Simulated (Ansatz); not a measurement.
Planning a run of Ansatz 0.2.0 on CO2 (Pbca). The input:

```yaml
crystal:
  lattice:
    - [5.4695879136, 0.0, 0.0]
    - [0.0, 5.49707328, 0.0]
    - [0.0, 0.0, 5.49707328]
  atoms:
    - { symbol: C, position: [0.0, 0.0, 0.0] }
    - { symbol: C, position: [0.5, 0.0, 0.5] }
    - { symbol: C, position: [0.5, 0.5, 0.0] }
    - { symbol: C, position: [0.0, 0.5, 0.5] }
    - { symbol: O, position: [0.12332035, 0.1231213537, 0.1220969537] }
    - { symbol: O, position: [0.37667965, 0.8768786463, 0.6220969537] }
    - { symbol: O, position: [0.62332035, 0.3768786463, 0.8779030463] }
    - { symbol: O, position: [0.87667965, 0.6231213537, 0.3779030463] }
    - { symbol: O, position: [0.87667965, 0.8768786463, 0.8779030463] }
    - { symbol: O, position: [0.62332035, 0.1231213537, 0.3779030463] }
    - { symbol: O, position: [0.37667965, 0.6231213537, 0.1220969537] }
    - { symbol: O, position: [0.12332035, 0.3768786463, 0.6220969537] }
kpoints:
  mp_grid: { grid: [2, 2, 2] }
hamiltonian:
  xc: pbe
  pseudopotentials: { kind: paw, azcp: { folder: soft_1 } }
scf:
  occupations: { method: fixed }
gw:
  n_empty_bands: 624
  ecut_chi: 140
  qp_bands: [v4, c4]
  qp_kpoints: band_edges
  screening: { model: contour_deformation }
```

```sh
ansatz run input.yaml --threads 3 --pin off --max-ram 92160MiB --backend cuda --events-out ev --progress --plain --runs-dir out --devices 1 --max-vram 13GiB
```

**Question.** How long will it take on 1 × NVIDIA H100 80GB HBM3 (shared by 6 runs) with 3 threads of AMD EPYC 7R13 (Zen 3), shared host, and how much memory?

It took 15 s; on shared hardware allow 7.7 s to 31 s. Peak host memory was 1.6 GiB. The sizes that set the cost: 3223 plane waves a state, 8 irreducible k points, 656 bands summed, 619 plane waves in the screening and 8 SCF cycles.

The screening grows as filled bands × empty bands × pairs of k points, times the square of the screening basis for the matrix.

[Paths, hosts, dates, memory and timing lines, banners, echoed tables and standing remarks are left out of the program output.]

[Logs are printed without paths, hosts, clocks, repeated set-up lines and the standing remarks that a program may print on its own settings, such as how far it seeks lower states.]

[Runs of the session that timed out or met a known fault of the program may be left out.]

[Cells called generated may have been cut or substituted from an entry of the Crystallography Open Database or the Materials Project.]

[Hosts, paths, dates, database ids (printed as entryN), source tags and the programs' standing remarks are cut or masked in the printed files.]
